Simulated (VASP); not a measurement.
A run of VASP 6.6.1 is set up as follows.

File POSCAR:

```
SrO
1.0
    0.0000000000      2.5663000000      2.5663000000
    2.5663000000      0.0000000000      2.5663000000
    2.5663000000      2.5663000000      0.0000000000
Sr O
1 1
Direct
    0.5000000000      0.5000000000      0.5000000000
    0.0000000000      0.0000000000      0.0000000000
```

The input INCAR.step1:

```
ALGO = Normal
EDIFF = 1E-6
ENCUT = 520
GGA = PE
ISIF = 2
ISMEAR = 0
LASPH = T
LCHARG = T
LREAL = F
LWAVE = F
NELM = 100
PREC = Accurate
SIGMA = 0.02
```

Contents of KPOINTS.step1:

```
k-points
0
Gamma
  10 10 10
```

File INCAR.step2:

```
ALGO = Normal
EDIFF = 1E-6
ENCUT = 520
GGA = PE
ICHARG = 11
ISIF = 2
ISMEAR = 0
LASPH = T
LCHARG = F
LREAL = F
LWAVE = F
NELM = 100
PREC = Accurate
SIGMA = 0.05
```

File KPOINTS.step2:

```
path GXWKGLUWLK,UX
20
line-mode
reciprocal
 0.0000000000  0.0000000000  0.0000000000  G
 0.5000000000  0.0000000000  0.5000000000  X

 0.5000000000  0.0000000000  0.5000000000  X
 0.5000000000  0.2500000000  0.7500000000  W

 0.5000000000  0.2500000000  0.7500000000  W
 0.3750000000  0.3750000000  0.7500000000  K

 0.3750000000  0.3750000000  0.7500000000  K
 0.0000000000  0.0000000000  0.0000000000  G

 0.0000000000  0.0000000000  0.0000000000  G
 0.5000000000  0.5000000000  0.5000000000  L

 0.5000000000  0.5000000000  0.5000000000  L
 0.6250000000  0.2500000000  0.6250000000  U

 0.6250000000  0.2500000000  0.6250000000  U
 0.5000000000  0.2500000000  0.7500000000  W

 0.5000000000  0.2500000000  0.7500000000  W
 0.5000000000  0.5000000000  0.5000000000  L

 0.5000000000  0.5000000000  0.5000000000  L
 0.3750000000  0.3750000000  0.7500000000  K

 0.6250000000  0.2500000000  0.6250000000  U
 0.5000000000  0.0000000000  0.5000000000  X
```

Potentials or basis: VASP PAW PBE potentials, release 64 (Sr_sv, O).

Launch:

```bash
$ cat potpaw_PBE.64/Sr_sv/POTCAR potpaw_PBE.64/O/POTCAR > POTCAR
$ cp INCAR.step1 INCAR
$ cp KPOINTS.step1 KPOINTS
$ mpirun -np 1 vasp_std > vasp.out
$ cp INCAR.step2 INCAR
$ cp KPOINTS.step2 KPOINTS
$ mpirun -np 1 vasp_std > vasp.out
```

(1) Predict the band gap on the k mesh.

(2) Estimate the band gap along the path.

Results:

(1) 3.26 eV, indirect (least direct gap 3.35 eV).

(2) 3.26 eV, indirect (least direct gap 3.35 eV).

Caveat: the log is that of the step along the path at fixed density, whose energy, stress, charges and moments have no meaning.
